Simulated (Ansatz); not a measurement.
# Hf under strains and displacements

Level of theory: Ansatz, DFT PBE, scalar-relativistic, plane waves, PAW.

Cutoff 420 eV; k points 15×15×8 on the computed 2-atom cell (Γ-centred); Gaussian smearing, width 0.10 eV; no spin polarisation.

Reference cell:

```
Hf
1.0
     3.19670    0.00000    0.00000
    -1.59835    2.76842    0.00000
     0.00000    0.00000    5.05780
Hf
2
Direct
  0.33333 0.66667 0.25000
  0.66667 0.33333 0.75000
```

Each variant moves atoms of this cell by the vectors given, if any (Å), and then applies a symmetric strain (tensor components, Cartesian axes). The reference cell isn't relaxed at this level. Energies are per atom at zero smearing, counted from the lowest variant. Pressure is positive in compression.

1. strain (xx yy zz yz xz xy, %) 4.15 4.15 -1.85 0.00 0.00 0.00
2. no strain; moves: Hf2 (0.000, 0.375, 0.000)
3. strain (xx yy zz yz xz xy, %) -0.63 -0.63 8.37 0.00 0.00 0.00

| result | ΔE (meV/atom) | P (GPa) | largest force (eV/Å) |
| --- | --- | --- | --- |
| A | 22.8 | 0.52 | 0.55 |
| B | 0.0 | -5.21 | 0.00 |
| C | 29.6 | -5.75 | 0.00 |

**Question.** Which variant gave which result?

**Answer.** A is 2, B is 1, C is 3. The pressure falls as the cell grows: from the smallest volume to the largest the variants are 2, 1, 3.

Spin–orbit coupling is left out, which can shift energies with elements as heavy as these.